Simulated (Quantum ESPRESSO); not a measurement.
Crystal: MgS.

```xyz
2
Lattice="0.0000 2.8331 2.8331 2.8331 0.0000 2.8331 2.8331 2.8331 0.0000" Properties=species:S:1:pos:R:3 pbc="T T T"
S     1.4166    1.4166    1.4166
Mg    0.0000    0.0000    0.0000
```

The cell comes from a database or a generator and needn't be the stable form of this composition.

| Item | Value |
| --- | --- |
| Program | Quantum ESPRESSO 7.5 |
| Task | single point |
| Functional | PBE |
| Potentials or basis | SSSP 1.3 efficiency PBE |
| Cutoff | 748 eV |
| Density cutoff | 5987 eV |
| k mesh | 8 × 8 × 8 |
| Occupations | fermi-dirac, width 0.05 eV |
| Spin | no spin polarisation |

On this cell: pressure 0.8 GPa; largest force zero by symmetry; band gap on the k mesh 3.45 eV, direct.

The same run follows on a disturbed copy (atoms moved at random, drawn with an rms of 0.05 Å):

```
S Mg
1.0
     0.00000    2.83312    2.83312
     2.83312    0.00000    2.83312
     2.83312    2.83312    0.00000
S Mg
1 1
Cartesian
  1.4079 1.4394 1.4292
  0.0410 -0.0268 -0.0051
```

Problem. What does the disturbed cell give?

Solution. The energy moves by +7.8 meV/atom; pressure 0.9 GPa; largest force 0.444 eV/Å; band gap on the k mesh 3.37 eV, direct.

Forces on the atoms (eV/Å):
```
S    0.295 -0.296 -0.148
Mg  -0.295  0.296  0.148
```

Stress tensor (GPa, compression positive):
```
 0.89 -0.52 -1.12
-0.52  0.89  1.11
-1.12  1.11  0.96
```

A k mesh can miss the band edges.
